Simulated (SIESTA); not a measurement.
The system is TiO2 (Anatase).

```
Ti O
1.0
    -1.89210    1.89210    4.75730
     1.89210   -1.89210    4.75730
     1.89210    1.89210   -4.75730
Ti O
2 4
Direct
  0.75000 0.25000 0.50000
  0.00000 0.00000 0.00000
  0.79190 0.79190 0.00000
  0.54190 0.04190 0.50000
  0.95810 0.45810 0.50000
  0.20810 0.20810 0.00000
```

Base run:

* Program: SIESTA 5.4.2
* Functional: PBEGcGxHEG
* Potentials or basis: PseudoDojo 0.4 standard (PBE files)
* Basis: DZP (energy shift 0.002 Ry)
* Grid cutoff: 800 Ry
* Energy shift: 0.002 Ry
* k mesh: 7 × 7 × 7
* Occupations: fermi-dirac, width 0.05 eV
* Spin: no spin polarisation

Its results: band gap on the k mesh 1.90 eV, indirect (least direct gap 2.24 eV); pressure 0.2 GPa; largest force 0.062 eV/Å.

Q: The run is repeated on the same cell with these changes: functional from PBEGcGxHEG to PW91. What comes out?

A: Band gap on the k mesh 1.93 eV, indirect (least direct gap 2.27 eV); pressure 7.7 GPa; largest force 0.180 eV/Å.

Caveats: semicore shells carry a single zeta, which can move pressures by several GPa and volumes by a few percent; the potentials were made for another functional, which shifts forces and pressure; the basis of atomic orbitals isn't converged, which shifts pressures, moduli and gaps.
